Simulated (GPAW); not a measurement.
Se:

```xyz
3
Lattice="4.3662 0.0000 0.0000 -2.1831 3.7812 0.0000 0.0000 0.0000 4.9536" Properties=species:S:1:pos:R:3 pbc="T T T"
Se    1.6910    2.9289    0.0000
Se   -0.4921    0.8523    3.3024
Se    0.9841    0.0000    1.6512
```

| Quantity | Value |
| --- | --- |
| Program | GPAW 26.7.0 |
| Task | relaxation of cell and atoms |
| Functional | PBE |
| Dispersion | D4 |
| Potentials or basis | GPAW PAW data sets (gpaw-data 1.2.1) |
| Cutoff | 600 eV |
| Basis | pw |
| k mesh | 7 × 7 × 6 |
| Occupations | fermi-dirac, width 0.05 eV |
| Spin | no spin polarisation |

At the start: pressure 0.6 GPa; volume 27.26 Å³/atom.

Where does the relaxation end?

Over 14 steps the energy falls by 28.0 meV/atom and the volume is 24.30 Å³/atom (-10.9 %); space group P3_121 (No. 152, to 0.05 Å).

The path:
```
step  energy change (eV)  largest force (eV/Å)  pressure (GPa)  volume (Å³)
   1              0.0000                0.4378            0.65        81.78
   2             -0.0084                0.3169            0.14        81.91
   3             -0.0197                0.0391           -1.02        82.04
   4             -0.0223                0.0154           -1.23        81.84
   5             -0.0344                0.1673           -1.75        80.39
   6             -0.0532                0.2737           -1.86        77.31
   7             -0.0676                0.2727           -0.94        73.14
   8             -0.0724                0.2092           -0.54        72.97
   9             -0.0783                0.0077            0.46        73.22
  10             -0.0789                0.0193            0.43        72.81
  11             -0.0801                0.0369            0.36        72.58
  12             -0.0826                0.0526            0.12        72.36
  13             -0.0837                0.0338           -0.01        72.60
  14             -0.0840                0.0063           -0.02        72.89
```

Final structure:
```xyz
3
Lattice="4.0473 0.0000 0.0000 -2.0236 3.5051 0.0000 0.0000 0.0000 5.1381" Properties=species:S:1:pos:R:3 pbc="T T T"
Se    1.5199    2.6325    0.0000
Se   -0.5038    0.8726    3.4254
Se    1.0076    0.0000    1.7127
```

Caveat: later steps reuse the first step's grids; the volume moved by -11 % from the deposited cell, more than functionals usually miss.
